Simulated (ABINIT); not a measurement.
# GaAs (F-43m) in ABINIT: notebook

Runs on GaAs. Level: r2SCAN. Tasks: single point.

All numbers are computed with ABINIT 10.8.3 (patched build); they aren't measurements. Logs are shortened: lines on timing, memory, paths and dates and some standing lists are left out, and cuts for length are marked. The log counts tension as positive stress, the text compression.

**Measured values to compare with.**

From “Evidence of valence band perturbations in GaAsN/GaAs(001): A combined variable-angle spectroscopic ellipsometry and modulated photoreflectance investigation”, 2008, arxiv:0805.2212, for a bulk crystal of GaAs at 300 K: band gap 1.412 ± 0.01 eV (direct).

The runs below are set against these values where they give the same quantity.

## Step 1: Starting point

It takes space group F-43m (No. 216, cubic). Conventional cell: a = 5.654 Å, b = 5.654 Å, c = 5.654 Å, α = 90.00°, β = 90.00°, γ = 90.00°. As (site symmetry -43m) is surrounded by 4 Ga at 2.45 Å. Around Ga (site symmetry -43m) lie 4 As at 2.45 Å.

## Step 2: Single point, r2SCAN

run.abi reads:

```
# Pseudopotentials
pp_dirpath "./"
pseudos "As.GGA_PBE-ansatz.xml, Ga.GGA_PBE-ansatz.xml"

# Structure
acell 3.9977696088 3.9977696088 3.9977696088 Angstrom
rprim
     0.0000000000     0.7071067812     0.7071067812
     0.7071067812     0.0000000000     0.7071067812
     0.7071067812     0.7071067812     0.0000000000
ntypat 2
znucl 33 31
natom 2
typat 1 2
xcart
     8.0129584431     8.0129584431     8.0129584431
     0.0000000000     0.0000000000     0.0000000000

# Plane-wave basis
ecut 489.804952 eV
pawecutdg 36.0
pawovlp 30

# k points
kptopt 1
ngkpt 8 8 8
nshiftk 1
shiftk 0.0 0.0 0.0

# Exchange and correlation
ixc -497498
usekden 1
pawxcdev 0

# Bands and occupations
nband 18
occopt 3
tsmear 0.05 eV

# SCF cycle
nstep 100
tolvrs 1.0e-7

# Output
iomode 3
prtwf 0
prteig 0
prtebands 0
enunit 1
prtden 1
prtvha 1
prtvclmb 1
prtpot 1
```

Potentials or basis: Ansatz PAW PBE default generated set, frozen core.

The run is started by

```console
$ mpirun --bind-to none -np 4 abinit run.abi > log 2>&1
```

run.abo:

```text
[... set-up lines left out ...]
 ETOT  1  -177.92555926228    -1.779E+02 3.123E+00 2.571E+00
 ETOT  2  -178.67033899783    -7.448E-01 4.126E-01 1.072E+00
 ETOT  3  -178.66826208230     2.077E-03 5.939E-02 1.647E-01
 ETOT  4  -178.66805966112     2.024E-04 3.125E-02 2.651E-02
 ETOT  5  -178.66801237109     4.729E-05 8.650E-03 7.370E-03
 ETOT  6  -178.66803343782    -2.107E-05 5.733E-03 6.205E-04
 ETOT  7  -178.66802881726     4.621E-06 4.128E-03 9.615E-05
 ETOT  8  -178.66802867991     1.373E-07 1.489E-03 1.857E-05
 ETOT  9  -178.66802866487     1.504E-08 1.697E-03 1.131E-06
 ETOT 10  -178.66802866192     2.952E-09 5.024E-04 2.803E-07
 ETOT 11  -178.66802866166     2.560E-10 5.496E-04 2.827E-08

 At SCF step   11       nres2   =  2.83E-08 < tolvrs=  1.00E-07 =>converged.

Result for kinetic energy density :

--------------------------------------------------------------------------------
 Total kinetic energy density [Ha/Bohr^3]
)     Maximum=    2.4791E-01  at reduced coord.    0.1111    0.9778    0.9778
)     Minimum=    2.4341E-04  at reduced coord.    0.0000    0.0000    0.0000
   Integrated=    8.0330E+00
--------------------------------------------------------------------------------

 Cartesian components of stress tensor (hartree/bohr^3)
  sigma(1 1)= -1.46447254E-05  sigma(3 2)=  0.00000000E+00
  sigma(2 2)= -1.46447254E-05  sigma(3 1)=  0.00000000E+00
  sigma(3 3)= -1.46447254E-05  sigma(2 1)=  0.00000000E+00

--- !ResultsGS
iteration_state: {dtset: 1, }
comment   : Summary of ground state results
lattice_vectors:
- [  0.0000000,   5.3419723,   5.3419723, ]
- [  5.3419723,   0.0000000,   5.3419723, ]
- [  5.3419723,   5.3419723,   0.0000000, ]
lattice_lengths: [   7.55469,    7.55469,    7.55469, ]
lattice_angles: [ 60.000,  60.000,  60.000, ] # degrees, (23, 13, 12)
lattice_volume:   3.0488418E+02
convergence: {deltae:  2.560E-10, res2:  2.827E-08, residm:  5.496E-04, diffor: null, }
etotal    :  -1.78668029E+02
entropy   :   0.00000000E+00
fermie    :   8.14892285E-02
cartesian_stress_tensor: # hartree/bohr^3
- [ -1.46447254E-05,   0.00000000E+00,   0.00000000E+00, ]
- [  0.00000000E+00,  -1.46447254E-05,   0.00000000E+00, ]
- [  0.00000000E+00,   0.00000000E+00,  -1.46447254E-05, ]
pressure_GPa:   4.3086E-01
xred      :
- [  7.5000E-01,   7.5000E-01,   7.5000E-01, As]
- [ -5.2390E-10,  -5.2390E-10,  -5.2390E-10, Ga]
cartesian_forces: # hartree/bohr
- [ -0.00000000E+00,  -0.00000000E+00,  -0.00000000E+00, ]
- [ -0.00000000E+00,  -0.00000000E+00,  -0.00000000E+00, ]
force_length_stats: {min:   0.00000000E+00, max:   0.00000000E+00, mean:   0.00000000E+00, }
...

 Integrated electronic density in atomic spheres:
 ------------------------------------------------
 Atom  Sphere_radius  Integrated_density
    1        2.63806         14.34189710
    2        2.63806         12.35499962

================================================================================

 ----iterations are completed or convergence reached----

 Mean square residual over all n,k,spin=   25.868E-07; max=  54.961E-05
 reduced coordinates (array xred) for    2 atoms
       0.749999999476      0.749999999476      0.749999999476
      -0.000000000524     -0.000000000524     -0.000000000524
 rms dE/dt=  0.0000E+00; max dE/dt=  0.0000E+00; dE/dt below (all hartree)
    1       0.000000000000      0.000000000000      0.000000000000
    2       0.000000000000      0.000000000000      0.000000000000

 cartesian coordinates (angstrom) at end:
    1      4.24027499712465     4.24027499712465     4.24027499712465
    2     -0.00000000296197    -0.00000000296197    -0.00000000296197

 cartesian forces (hartree/bohr) at end:
    1     -0.00000000000000    -0.00000000000000    -0.00000000000000
    2     -0.00000000000000    -0.00000000000000    -0.00000000000000
 frms,max,avg= 0.0000000E+00 0.0000000E+00   0.000E+00  0.000E+00  0.000E+00 h/b

 cartesian forces (eV/Angstrom) at end:
    1     -0.00000000000000    -0.00000000000000    -0.00000000000000
    2     -0.00000000000000    -0.00000000000000    -0.00000000000000
 frms,max,avg= 0.0000000E+00 0.0000000E+00   0.000E+00  0.000E+00  0.000E+00 e/A
 length scales=  7.554689675109  7.554689675109  7.554689675109 bohr
              =  3.997769608800  3.997769608800  3.997769608800 angstroms
 Fermi (or HOMO) energy (eV) =   2.21743   Average Vxc (eV)=  -9.72402
 Eigenvalues (   eV  ) for nkpt=  29  k points:
 kpt#   1, nband= 18, wtk=  0.00195, kpt=  0.0000  0.0000  0.0000 (reduced coord)
 -34.17229  -34.17229  -34.17229  -34.15976  -34.15976  -13.57524  -13.57524  -13.57524
 -13.48649  -13.48649  -11.52527    1.68256    1.68256    1.68256    2.69491    5.73290
   5.73290    5.73290
 prteigrs : prtvol=0 or 1, do not print more k-points.

--- !EnergyTerms
iteration_state     : {dtset: 1, }
comment             : Components of total free energy in Hartree
kinetic             :  8.03297777714971E+00
hartree             :  7.26777045944439E+01
xc                  : -5.02153137810105E+00
Ewald energy        : -9.91764168196967E+01
psp_core            :  6.43357829485587E+00
local_psp           : -1.50478595524767E+02
PAW spherical_terms : -1.11357703678465E+01
internal            : -1.78668053423962E+02
'-kT*entropy'       : -1.15594599595291E-08
total_energy        : -1.78668053435521E+02
total_energy_eV     : -4.86180541185154E+03
...

--- !EnergyTermsDC
iteration_state     : {dtset: 1, }
comment             : '"Double-counting" decomposition of free energy'
band_energy         : -1.86385904291502E+01
Ewald energy        : -9.91764168196967E+01
psp_core            :  6.43357829485587E+00
xc_dc               : -7.26850173063339E+01
PAW spherical_terms :  5.39841761022161E+00
internal            : -1.78668028650103E+02
'-kT*entropy'       : -1.15594599595291E-08
total_energy_dc     : -1.78668028661663E+02
total_energy_dc_eV  : -4.86180473772051E+03
...

--- !EnergyTermsWithPAWCore
iteration_state     : {dtset: 1, }
comment             : 'Components of total free energy, including PAW core contributions'
Total energy        : -4.15701374760894E+03
Total energy DC     : -4.15701372283508E+03
Total energy (eV)   : -1.13118106716040E+05
Total energy DC (eV): -1.13118106041909E+05
...

 Cartesian components of stress tensor (hartree/bohr^3)
  sigma(1 1)= -1.46447254E-05  sigma(3 2)=  0.00000000E+00
  sigma(2 2)= -1.46447254E-05  sigma(3 1)=  0.00000000E+00
  sigma(3 3)= -1.46447254E-05  sigma(2 1)=  0.00000000E+00

-Cartesian components of stress tensor (GPa)         [Pressure=  4.3086E-01 GPa]
- sigma(1 1)= -4.30862696E-01  sigma(3 2)=  0.00000000E+00
- sigma(2 2)= -4.30862696E-01  sigma(3 1)=  0.00000000E+00
- sigma(3 3)= -4.30862696E-01  sigma(2 1)=  0.00000000E+00

== END DATASET(S) ==============================================================
================================================================================

 -outvars: echo values of variables after computation  --------
            acell      7.5546896751E+00  7.5546896751E+00  7.5546896751E+00 Bohr
           etotal     -1.7866802866E+02
            fcart     -0.0000000000E+00 -0.0000000000E+00 -0.0000000000E+00
                      -0.0000000000E+00 -0.0000000000E+00 -0.0000000000E+00
            rprim      0.0000000000E+00  7.0710678120E-01  7.0710678120E-01
                       7.0710678120E-01  0.0000000000E+00  7.0710678120E-01
                       7.0710678120E-01  7.0710678120E-01  0.0000000000E+00
           strten     -1.4644725379E-05 -1.4644725379E-05 -1.4644725379E-05
                       0.0000000000E+00  0.0000000000E+00  0.0000000000E+00
           xangst      4.2402749971E+00  4.2402749971E+00  4.2402749971E+00
                      -2.9619748803E-09 -2.9619748803E-09 -2.9619748803E-09
             xred      7.4999999948E-01  7.4999999948E-01  7.4999999948E-01
                      -5.2390025651E-10 -5.2390025651E-10 -5.2390025651E-10
 Calculation completed.
```

Run time: 59 s. Hardware: 4 MPI ranks of Intel Xeon Platinum 8375C at 2.90GHz (Ice Lake), shared host; peak memory 1 GiB.

What came out:

| Property | Result |
| --- | --- |
| Free energy | -4861.8047 eV |
| Pressure | 0.4 GPa |
| Band gap on the k mesh | 1.01 eV, direct |

Caveat: totals of a meta-GGA on PAW files have another zero than those of a GGA; the PAW data sets were made with another functional, which shifts forces and pressure a little; the atomic spheres overlap.

## Step 3: Single point, r2SCAN

run.abi, as its differences from that of step 2:

```diff
@@ -2,3 +2,3 @@
 pp_dirpath "./"
-pseudos "As.GGA_PBE-ansatz.xml, Ga.GGA_PBE-ansatz.xml"
+pseudos "As.GGA_PBE-JTH.xml, Ga.GGA_PBE-JTH.xml"
 
@@ -19,5 +19,4 @@
 # Plane-wave basis
-ecut 489.804952 eV
-pawecutdg 36.0
-pawovlp 30
+ecut 544.227725 eV
+pawecutdg 40.0
```

Potentials or basis: JTH PAW PBE v2.0.

The run is started by

```console
$ mpirun --bind-to none -np 4 abinit run.abi > log 2>&1
```

It took 23 s on 4 MPI ranks of Intel Xeon Platinum 8375C at 2.90GHz (Ice Lake), shared host; peak memory 0.48 GiB.

The run converged. Its results:

* Free energy: -4859.9685 eV
* Pressure: 0.5 GPa
* Band gap on the k mesh: 1.01 eV, direct
* Valence electrons inside the program's atomic spheres: As 12.71; Ga 11.08

Levels at points of the mesh, in eV from the valence-band top:
```
           k point  band 11  band 12  band 13  band 14  band 15  band 16  band 17  band 18
(0.00, 0.00, 0.00)   -13.21     0.00     0.00     0.00     1.01     4.05     4.05     4.05
(0.50, 0.00, 0.00)   -11.35    -6.81    -1.18    -1.18     1.37     5.00     5.00     8.30
(0.50, 0.50, 0.00)   -10.58    -6.99    -2.78    -2.78     1.76     1.96    10.88    10.88
```

Caveat: totals of a meta-GGA on PAW files have another zero than those of a GGA; the PAW data sets were made with another functional, which shifts forces and pressure a little.

## Step 4: How close it comes

Step 2. Measured gap of GaAs: 1.412 eV (direct; 300 K; “Evidence of valence band perturbations in GaAsN/GaAs(001): A combined variable-angle spectroscopic ellipsometry and modulated photoreflectance investigation”, 2008, arxiv:0805.2212). This calculation gives 1.01 eV (-0.40 eV). 3 values of this kind are on record (1.412 to 1.51 eV); this one was drawn at random among those near their median, those with a stated uncertainty first. Spin-orbit coupling on As, Ga is left out. The value is that of r2SCAN on a finite k mesh, which can miss the band edges, without temperature or zero-point motion.

Step 3. Against the measured gap of GaAs, 1.412 eV (direct; 300 K; “Evidence of valence band perturbations in GaAsN/GaAs(001): A combined variable-angle spectroscopic ellipsometry and modulated photoreflectance investigation”, 2008, arxiv:0805.2212), the calculated 1.01 eV is off by -0.41 eV. 3 values of this kind are on record (1.412 to 1.51 eV); this one was drawn at random among those near their median, those with a stated uncertainty first. Spin-orbit coupling on As, Ga is left out. The value is that of r2SCAN on a finite k mesh, which can miss the band edges, without temperature or zero-point motion.
